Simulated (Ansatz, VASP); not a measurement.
## Cross-check of Al64N63 (V_N) between VASP and Ansatz

One calculation is typed for both programs; each brings its own data sets. How far apart do they land? The cell is taken from a series of runs on this material, whose earlier steps may have relaxed, scaled, displaced or heated it; both programs get it as it stands.

Program: Ansatz 0.2.0. Level of theory: plane waves, with VASP 6.6.1 beside it; single point at HSE06. Results are calculated unless marked as measured.

## (1) The structure

The cell holds 127 atoms: 64 Al and 63 N. Cell: a = 14.686 Å, b = 14.686 Å, c = 11.753 Å, α = 125.1°, β = 125.1°, γ = 94.5°. It derives from AlN (AlN (P6_3mc)). Nearest the centre at fractional (0.554, 0.637, 0.750): Al61 at 1.93 Å, Al54 at 1.93 Å, Al31 at 1.94 Å, Al27 at 1.99 Å, N126 at 3.05 Å, N110 at 3.05 Å, N120 at 3.06 Å, N117 at 3.06 Å. The cell carries charge +1.

## (2) VASP: single point, HSE06

With cell and atoms fixed, the geometry can't cause a difference; cores, projectors, grids and the points listed under the comparison can.

Lines of VASP's logs that name or quote its potential files are left out, and so is its time.

The run reads the wave functions of an earlier VASP run, which isn't shown here.

Contents of INCAR:

```
SYSTEM = Al64N63
PREC = Accurate
ENCUT = 520
EDIFF = 1E-06
NELM = 100
ISMEAR = 0
SIGMA = 0.01
LREAL = Auto
ALGO = Normal
LHFCALC = .TRUE.
AEXX = 0.25
GGA = PE
HFSCREEN = 0.208
LASPH = .TRUE.
NELECT = 506
NBANDS = 341
PRECFOCK = Fast
LORBIT = 11
LWAVE = .FALSE.
LCHARG = .FALSE.
ISIF = 2
```

Contents of POSCAR:

```
Al64N63
1.0
   -9.3408221251      5.3929260535      9.9673535922
    9.3408221251     -5.3929260535      9.9673535922
    3.1136073087      5.3929261684     -9.9673535922
Al N
64 63
Direct
    0.2077900000      0.0413300000      0.9992400000
    0.2072700000      0.2903800000      0.2482400000
[... 5 atom lines left out ...]
    0.4163700000      0.3328600000      0.2486900000
[... 3 atom lines left out ...]
    0.4570200000      0.2902500000      0.4980300000
[... 1 atom line left out ...]
    0.1651400000      0.3326300000      0.4988500000
[... 1 atom line left out ...]
    0.4161400000      0.3326800000      0.7497600000
[... 2 atom lines left out ...]
    0.4581200000      0.5414200000      0.2493300000
    0.4569900000      0.7918400000      0.9996300000
[... 2 atom lines left out ...]
    0.4160400000      0.5835200000      0.0006300000
[... 1 atom line left out ...]
    0.2070900000      0.5419500000      0.4998300000
[... 1 atom line left out ...]
    0.4535900000      0.5374200000      0.7497300000
    0.4579000000      0.7923500000      0.5001100000
[... 2 atom lines left out ...]
    0.4128200000      0.5818700000      0.4940600000
    0.4161000000      0.8339600000      0.7497700000
    0.7075400000      0.0419800000      0.9993700000
[... 1 atom line left out ...]
    0.9585200000      0.0418300000      0.2501500000
[... 1 atom line left out ...]
    0.6663700000      0.0838400000      0.2503100000
[... 8 atom lines left out ...]
    0.6664200000      0.3328600000      0.4995500000
    0.9168000000      0.0842200000      0.5005600000
[... 1 atom line left out ...]
    0.7087500000      0.5419800000      0.0014800000
    0.7087700000      0.7918800000      0.2512400000
[... 1 atom line left out ...]
    0.9584600000      0.7920200000      0.0005800000
[... 1 atom line left out ...]
    0.6684800000      0.8375100000      0.0053900000
    0.9166400000      0.5830900000      0.0000000000
    0.9174500000      0.8339400000      0.2508400000
    0.7076500000      0.5411900000      0.4989400000
    0.7084300000      0.7922000000      0.7497500000
[... 2 atom lines left out ...]
    0.6684600000      0.5816200000      0.7497700000
[... 6 atom lines left out ...]
    0.3043500000      0.3875300000      0.2513700000
[... 2 atom lines left out ...]
    0.2615500000      0.1785000000      0.2494000000
[... 8 atom lines left out ...]
    0.2624200000      0.4294000000      0.4995800000
[... 5 atom lines left out ...]
    0.0118900000      0.9288800000      0.2498200000
[... 4 atom lines left out ...]
    0.3041800000      0.6373900000      0.5012300000
[... 3 atom lines left out ...]
    0.2616000000      0.6787100000      0.7497200000
[... 6 atom lines left out ...]
    0.5118100000      0.4287900000      0.2496600000
[... 3 atom lines left out ...]
    0.5527600000      0.3875300000      0.4999600000
[... 3 atom lines left out ...]
    0.5126200000      0.4296400000      0.7497500000
[... 3 atom lines left out ...]
    0.5527500000      0.8859700000      0.9983900000
    0.8025900000      0.6373500000      0.9996100000
    0.8027500000      0.8859400000      0.2481900000
    0.5125800000      0.6795600000      0.9998900000
[... 1 atom line left out ...]
    0.7619000000      0.6788400000      0.2501000000
    0.7605500000      0.9271000000      0.9982400000
[... 3 atom lines left out ...]
    0.5120400000      0.6785800000      0.5012000000
    0.5116500000      0.9286900000      0.7497000000
    0.7603400000      0.6784400000      0.7497400000
    0.7619600000      0.9289300000      0.4997100000
```

Contents of KPOINTS:

```
Automatic mesh
0
Gamma
1 1 1
0 0 0
```

PAW data sets: Al and N (PBE family, release 64).

Run with:

```bash
$ export OMP_NUM_THREADS=3
$ mpirun -np 1 vasp_gam
```

Numbers of over 12 decimals in the logs are rounded to 6 here.

The program printed:

```text
[banner, memory and clock lines left out]
running    1 mpi-ranks, on    1 nodes
[...]
Offloading initialized ...    1 GPUs detected
[...]
LDA part: xc-table for (Slater+PW92), standard interpolation
 found WAVECAR, reading the header
 POSCAR, INCAR and KPOINTS ok, starting setup
[...]
reading WAVECAR
 the WAVECAR file was read successfully
 initial charge from wavefunction
 entering main loop
       N       E                     dE             d eps       ncg     rms          rms(c)
DAV:   1    -0.110888619025E+04   -0.11089E+04   -0.30542E+01   804   0.878E+00    0.643E+01
DAV:   2    -0.110912501149E+04   -0.23882E+00   -0.97470E-01   812   0.188E+00    0.469E+01
DAV:   3    -0.110909000255E+04    0.35009E-01   -0.20666E-02   796   0.269E-01    0.293E+01
DAV:   4    -0.110907593684E+04    0.14066E-01   -0.70199E-03   788   0.132E-01    0.174E+01
[...]
DAV:  13    -0.110906943600E+04   -0.14567E-05   -0.45864E-07   436   0.150E-03    0.119E-01
DAV:  14    -0.110906943709E+04   -0.10909E-05   -0.16029E-07   388   0.966E-04    0.662E-02
DAV:  15    -0.110906943779E+04   -0.70252E-06   -0.59768E-08   404   0.640E-04
   1 F= -.11090694E+04 E0= -.11090694E+04  d E =-.614335E-38
```

OUTCAR, selected parts (step 2):

```text
  FREE ENERGIE OF THE ION-ELECTRON SYSTEM (eV)
  ---------------------------------------------------
  free  energy   TOTEN  =     -1109.0694377928 eV

  energy  without entropy=    -1109.0694377928  energy(sigma->0) =    -1109.06943779
```

The run ends at a pressure of -3.29 GPa, with forces up to 0.23 eV/Å.

## (3) Ansatz: single point, HSE06

Ansatz runs on its PAW soft_1 files.

The same cell, functional and mesh now go to Ansatz.

Contents of input.yaml:

```yaml
crystal:
  checkpoint: "../qp1.relax.run"
  host: checkpoint
total_charge: 1
basis:
  ecutwfc: 420
  xc_grid: 2
hamiltonian:
  xc: hse06
  pseudopotentials: { kind: paw, azcp: { folder: soft_1 } }
kpoints:
  mp_grid: { grid: [1, 1, 1] }
scf:
  occupations: { method: fixed }
  max_iter: 100
  exx: { ecutfock_ratio: 1 }
output:
  forces: true
  charged_corrections:
    epsilon: [4.5, 4.5, 4.73]
    static_epsilon: [8.2, 8.2, 9.74]
    defect_position: [0.553575, 0.636908, 0.75]
  eigenvalues: true
checkpoint:
  write: "../qp1.xf1.run"
  compress: false
  write_wavefunctions: false
  write_every: 100000
```

Run with:

```bash
$ ansatz run input.yaml --threads 32 --pin off --max-ram 84787MiB --backend cuda --events-out ev --progress --plain --runs-dir out --max-vram 78GiB
```

The program printed:

```text
settings of this run that can trade accuracy for cost: scf.exx.ecutfock_ratio: 1 (norm-conserving) | under the files' recommended ratio and basis.ecutrho_ratio (paw). Do not mix this run's numbers with those of runs without the same settings; the input reference describes each key
crystal.checkpoint: the structure is that of <dir>, a `relax` run, at its step 5: its result, under pbesol at a charge of 1 e; 127 atoms read, 0 with a starting moment; this deck's functional is hse06; no density is read with it (checkpoint.read); crystal.structure_sha256 for this input is
exact exchange: scf.exx.singularity resolves to wigner_seitz, which cuts the screened interaction at the faces of the exchange supercell's Wigner-Seitz cell, so that each pair interacts once, at the shortest of its separations (the periodic images that this leaves out come, for a point-like exchange hole, to about 0.001 eV on a filled level). The cut falls within the interaction's reach, and what an exchange supercel
Engine: ansatz 0.2.0, aarch64-unknown-linux-gnu
Pseudopotentials: kind: paw
Pseudopotential: Al, paw, valence charge 3, recommended cutoff 420 eV (normal), soft_1/Al.paw.azcp
Pseudopotential: N, paw, valence charge 5, recommended cutoff 420 eV (normal), soft_1/N.paw.azcp
Functional definition: HSE06
  parameter a = 0.25
  parameter omega = 0.11/bohr
  exchange = pbe_x - a*pbe_x_sr(omega) + a*exact_x_sr(omega)
  correlation = pbe_c
davidson cushion auto → on  (no smearing: the cushion is to keep the highest requested band from converging to the state above it; pin scf.eigensolver.cushion to override)
[...]
Crystal: 127 atoms, lattice volume = 1338.931 Å³
Basis set: ecut = 420 eV, 26161 PW (Γ), exchange–correlation on 200×200×160 points (8 copies of the dense FFT grid, shifted against one another)
Bands: 380, of which v1, the nominal top of the filled ones, is band 253 counted from 1 (252 counted from 0)
Symmetry: 1 space group operations
Space group: P1 (ITA 1), of the structure as read, at distance tolerance 1.1e-4 Å
k-points: 1
Non-local potential: Al, projectors of the file, l = 0: 2, l = 1: 2, l = 2: 1
Non-local potential: N, projectors of the file, l = 0: 2, l = 1: 2, l = 2: 1
PAW form: soft (Blöchl's): semilocal exchange-correlation on the pseudo side does not see the compensation charge
PAW frozen core: Al, regenerated for the run's functional, and the local potential with it (the file was generated under x = pbe(κ = 0.804, μ = 0.219515), c = pbe(β = 0.066725))
PAW frozen core: N, regenerated for the run's functional, and the local potential with it (the file was generated under x = pbe(κ = 0.804, μ = 0.219515), c = pbe(β = 0.066725))
PAW one-centre angular grid: Al, 110 points (default); XC on 64 Gauss nodes
PAW one-centre angular grid: N, 110 points (default); XC on 64 Gauss nodes
Initial density: superposition of atomic densities (chi_scale 0.1, normalization cell, long waves kept (reshape's long-wave potential 0.16 eV rms))
Initial wavefunctions: pseudopotential atomic-orbital guess
[...]
Functional: x = pbe(κ = 0.804, μ = 0.219515), c = pbe(β = 0.066725), warm-up for x = pbe(κ = 0.804, μ = 0.219515) + 0.25 (exact − pbe) at short range (hse, ω = 0.207870 Å⁻¹), c = pbe(β = 0.066725); HSE06 as pw.x's `hse` composes it (authors' and Libxc's form: `xc: wpbeh`)
SCF iter   1: F=—  HF=-58867.156299 eV  |Δ(HF+E_count)|=         —  Δρ=1.41e-1  dr2=3.25e2  Hψ=1467
preconditioner: auto → none  [insulator: Δε(μ)=3.345 eV  Ē_g=14.188 eV  n_scr=288 (ndim 8)  ℏωp=22.8 eV  f_vac=0.000]
SCF iter   2: F=—  HF=-58786.286238 eV  |Δ(HF+E_count)|=    8.09e1  Δρ=7.78e-2  dr2=5.05e1  Hψ=1107
[...]
SCF iter   7: F=-58772.034849 eV  HF=-58772.034911 eV  |Δ(HF+E_count)|=   1.70e-3  Δρ=2.61e-4  dr2=5.21e-4  Hψ=1133
SCF 1 stopped early in 7 iterations: F = -58772.034849 eV  dr2 = 5.21e-4
  greatest PAW one-centre occupation: 0.790 electrons in one spin orbital (limit 2), on the N atom at site 106 (counted from 0), in its partial waves of l = 0
[...]
Exchange kernel: α = 0.2500, screened, ω = 0.2079 Å⁻¹, Wigner–Seitz truncation, v(0) = 960.0235 eV·Å³, q-mesh 1×1×1, nearest image of the exchange supercell L = 11.75 Å, pair-density grid 60×60×45, without the augmentation charges, whose exchange is taken in its separable form (sized by the pseudopotential files, 64×80×64 at the most), smooth part of the exact exchange by density-matrix convolution of real orbitals (
Frozen-core exchange: fock
SCF iter   1: F=—  HF=-58801.026273 eV  |Δ(HF+E_count)|=         —  Δρ=6.34e-3  dr2=2.70e-1  Hψ=2321
preconditioner: auto → none  [insulator: Δε(μ)=4.786 eV  Ē_g=14.990 eV  n_scr=288 (ndim 8)  ℏωp=22.8 eV  f_vac=0.000]
SCF iter   2: F=—  HF=-58800.929620 eV  |Δ(HF+E_count)|=   9.67e-2  Δρ=2.13e-3  dr2=4.05e-2  Hψ=1412
[...]
SCF iter   8: F=-58801.078816 eV  HF=-58801.078819 eV  |Δ(HF+E_count)|=   2.49e-5  Δρ=1.29e-5  dr2=2.17e-5  Hψ=1019
SCF 2 stopped early in 8 iterations: F = -58801.078816 eV  dr2 = 2.17e-5
  Residual-converged pass: ⟨swp⟩=3.0  Hψ=962  notcnv=0  max |occ|·‖R‖ = 4.7e-6 eV (tolerance 6.7e-6 eV)  dr2=2.16e-5  dr2_onsite=1.28e-7  max |Δocc| = 0.0e0
  greatest PAW one-centre occupation: 0.791 electrons in one spin orbital (limit 2), on the N atom at site 106 (counted from 0), in its partial waves of l = 0
hybrid outer 1: dexx = +1.821e-1 eV, tail = 1.04e-4 eV
[...]
Exchange kernel: α = 0.2500, screened, ω = 0.2079 Å⁻¹, Wigner–Seitz truncation, v(0) = 960.0235 eV·Å³, q-mesh 1×1×1, nearest image of the exchange supercell L = 11.75 Å, pair-density grid 60×60×45, without the augmentation charges, whose exchange is taken in its separable form (sized by the pseudopotential files, 64×80×64 at the most), smooth part of the exact exchange by density-matrix convolution of real orbitals (
Frozen-core exchange: fock
SCF iter   1: F=—  HF=-58801.077167 eV  |Δ(HF+E_count)|=         —  Δρ=2.85e-5  dr2=9.94e-6  Hψ=968
[...]
SCF iter   2: F=—  HF=-58801.077164 eV  |Δ(HF+E_count)|=   2.26e-6  Δρ=5.69e-6  dr2=2.32e-7  Hψ=1163
SCF iter   3: F=—  HF=-58801.077165 eV  |Δ(HF+E_count)|=   8.52e-7  Δρ=4.05e-6  dr2=1.32e-7  Hψ=1464
SCF iter   4: F=-58801.077165 eV  HF=-58801.077165 eV  |Δ(HF+E_count)|=   2.58e-8  Δρ=7.77e-7  dr2=4.59e-9  Hψ=1059
SCF 3 converged in 4 iterations: F = -58801.077165 eV  dr2 = 4.59e-9
  Residual-converged pass: ⟨swp⟩=2.0  Hψ=709  notcnv=0  max |occ|·‖R‖ = 2.4e-6 eV (tolerance 3.5e-6 eV)  dr2=4.73e-9  dr2_onsite=1.18e-9  max |Δocc| = 0.0e0
hybrid outer 2: dexx = +8.231e-7 eV, tail = 1.91e-8 eV, Δε = 8.26e-4 eV (about 1.27e-5 eV left of the loop's levels), ΔF = 2.08e-3 eV/Å (tail 1.17e-4)
hybrid SCF converged: 2 outer / 12 inner (+7 warm-up), last move |dexx| = 8.23e-7 eV, tail = 1.91e-8 eV
Stability not checked: this state was not tested for a lower state beside it, because the functional holds exact exchange (a hybrid, or Hartree-Fock), whose exchange loop this test does not read (fock_operator; see scf.lower_state_search)
Free energy (F): -58801.077165 eV
Frozen-core exchange: fock
Harris-Foulkes:  -58801.077165 eV  (|F-HF|=7.64e-10)
Internal energy: -58801.077165 eV  (E = F + TS)
E sigma→0 (E₀):  -58801.077165 eV
Fermi energy:    6.557811 eV
--- Per-component energies (eV) ---
  E_band       = 225.472228
  E_kinetic    = 9907.785000
  E_local      = -13529.838448  (includes V_loc(G=0)·N_el)
  E_nonlocal   = 2745.082756
  E_hartree    = 5053.715664
  E_xc         = -5088.452583
  E_vxc        = -5441.432752  (∫ρ·V_xc dr)
  E_exx        = -1130.124478  (= α·E_x^exact, valence–valence)
  E_paw        = -38206.129208  (= ΣΔE_a)
  E_vpaw       = -1303.361971  (= ΣTr[D̂ρ^β])
  E_aug_tail   = 0.054171  (compensation charges beyond the density's cutoff)
  E_ewald      = -18548.904521
  E_core_change = -4.265516  (= ΣΔE_core)
  E_smearing   = -0.000000  (= −TS)
  E_closure    = -0.000003  (closes the sum)
  E_deformation_potential = 17.062512  (in the stress; not in F)
  Σ components = -58801.077165   (vs F -58801.077165, Δ=-7.28e-12)
--- Forces (eV/Å), atoms counted from 1 ---
  atom   1  Al    -0.01507755     0.00384582    -0.01260684
  atom   2  Al    -0.01729037     0.00265133    -0.01335534
  atom   3  Al    -0.01666872     0.00733607    -0.03123742
  atom   4  Al    -0.01771592     0.00468844    -0.01299925
  atom   5  Al     0.01028840    -0.00125807    -0.01022831
  atom   6  Al    -0.00580561    -0.01330410    -0.02017742
  [... 121 more lines of this table ...]
  max |Σ_I F_I| component: 5.75e-5 eV/Å
--- Charged-cell corrections in eV (Makov–Payne, q = +1.000 e, ε = [4.500, 4.500, 4.730] of the electrons, [8.200, 8.200, 9.740] with the ions) ---
  F (periodic)     = -58801.077165  (uncorrected; the corrections below are reported, never added to it)
  E_corr1          = +0.411408  (monopole, q²α_M/2ε̄L, of the cell on which ε is isotropic)
  F Makov-Payne    = n/a  (the rows are of the electrons' constant alone; ansatz place-levels tells what screens the charge)
  no potential alignment in this run, which stands beside a crystal: run the host's input off ansatz write-host-input, and read the two finished runs by ansatz place-levels (neither reads a slab, a wire or a sheet, whose cell leaves a vacuum)
--- Band table (eV) ---
  k-point 0: bands = ["-10.4507", "-9.6974", "-9.6532", "-9.5706", "-9.5404", "-9.5063", "-9.4600", "-9.4510", "-9.4471", "-9.4397", "-9.4055", "-9.3996", "-9.3777", "-8.8809", "-8.8771", "-8.8606", "
```

In the SCF lines HF is the Harris–Foulkes energy and dr2 the Hartree energy of the density residual, in eV; the loop may stop once dr2 is under the threshold and the program's other checks hold. Hψ counts applications of the Hamiltonian.

## (4) Comparison

Known differences besides the potentials themselves: exact exchange at q = 0 is treated differently, which shows on coarse meshes; VASP keeps PBE cores, Ansatz makes them for the functional; fixed occupations in Ansatz, narrow Gaussian smearing in VASP; the cutoff is 420 eV in Ansatz and 520 eV in VASP (PREC = Accurate, projectors in real space); VASP takes a coarser grid for exact exchange (PRECFOCK = Fast). Total energies have different zeros and are not compared.

The two programs side by side:

```csv
quantity,Ansatz,VASP,difference
gap on the k mesh (eV),4.834,4.846,-0.012
```

Forces on 9 of the 127 atoms, those with the largest forces and the largest differences (eV/Å; atoms numbered as in POSCAR):

```csv
atom,"Ansatz x, y, z","VASP x, y, z"
Al27,"-0.013, 0.008, -0.216","-0.015, 0.009, -0.218"
Al31,"-0.004, -0.203, 0.064","-0.005, -0.208, 0.069"
Al54,"0.177, 0.107, 0.064","0.181, 0.111, 0.069"
Al61,"-0.172, 0.100, 0.105","-0.178, 0.104, 0.108"
N80,"0.001, 0.051, 0.044","0.002, 0.047, 0.043"
N106,"0.015, -0.024, -0.002","0.013, -0.028, -0.008"
N110,"0.082, -0.046, 0.021","0.078, -0.044, 0.023"
N114,"-0.070, -0.016, 0.000","-0.069, -0.020, -0.006"
N115,"0.026, -0.004, -0.002","0.032, -0.001, -0.007"
```

The forces differ by 2.2 meV/Å r.m.s., which is 7.3 % of the r.m.s. force of 0.031 eV/Å (both taken over all components). A gap on the mesh is an upper bound, since the band edges may lie between its points. The cell carries a charge of +1 e against a uniform background, so its pressure also hangs on how the neutralising background is counted, and in a defect's cell a gap may be the spacing between its levels.

## (5) Results

| Property | Result |
| --- | --- |
| r.m.s. force difference (single point, HSE06) | 2.2 meV/Å |

What this shows: The r.m.s. force difference is 2.2 meV/Å (single point, HSE06), within the 12 meV/Å picked in this series as the mark of a large difference. How closely two codes agree says nothing of how well the functional describes the real material.

[Lines on the potential files, build, host, timing and source positions are cut from VASP's logs without a mark.]

[Logs are printed without paths, hosts, clocks, repeated set-up lines and the standing remarks that a program may print on its own settings, such as how far it seeks lower states.]

[Hosts, paths, dates, database ids (printed as entryN), source tags and the programs' standing remarks are cut or masked in the printed files.]
